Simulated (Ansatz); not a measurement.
WS2 under changes of volume

One of the cells (17.744 Å³/atom); the others are scaled copies at fixed shape and fractional positions:

```xyz
3
Lattice="1.5790 0.9116 6.1633 -1.5790 0.9116 6.1633 0.0000 -1.8233 6.1633" Properties=species:S:1:pos:R:3 pbc="T T T"
W     0.0000    0.0000    0.0000
S     0.0000    0.0000   10.7427
S     0.0000    0.0000   13.8730
```

Measurements of this composition are mostly on another form, of space group No. 194.

```yaml
Program: Ansatz 0.2.0
Functional: PBE-LDA
Potentials_or_basis: all-electron LAPW, inner shells corrected to Dirac's equation
Cutoff: 265 eV (chosen from the basis error)
Basis_error_allowed: 0.002 eV/atom
k_mesh: 10 × 10 × 10
Occupations: gaussian, width 0.025 eV
Spin: no spin polarisation
```

```tsv
volume (Å³/atom)	energy over the lowest point (meV/atom)	pressure (GPa)	gap on the mesh (eV)	largest force (eV/Å)
16.679	204.48	28.2	1.08	2.187
17.034	147.53	23.3	1.10	1.740
17.389	100.96	18.8	1.12	1.326
17.744	63.78	14.8	1.13	0.942
18.099	35.08	11.2	1.15	0.587
18.454	?	?	?	?
18.809	0.00	4.9	1.16	0.581
```

Problem. What does the run at 18.454 Å³/atom give?

Solution. Energy over the lowest point 14.07 meV/atom; pressure 7.9 GPa; gap on the mesh 1.16 eV; largest force 0.558 eV/Å.

Worked out: A Birch-Murnaghan fit of order 3 (a polynomial in V^(-2/3)) to the other rows has no minimum within the range. It gives 14.06 meV/atom at 18.454 Å³/atom, against the run's 14.07, and -dE/dV = 7.9 GPa, against 7.9. A parabola through the other rows of the gap, of slope 0.392 eV per unit of ln V there, gives 1.15 eV, against the run's 1.16.

Energies are extrapolated to zero smearing.

Caveats: spin-orbit coupling is left out, which moves the levels of the heavy elements; forces of over 1 eV/Å show positions far from the minimum, so gaps and moduli don't describe the material at rest (some runs).

A mesh can miss the band edges.

The runs don't all hold the same shells in valence.
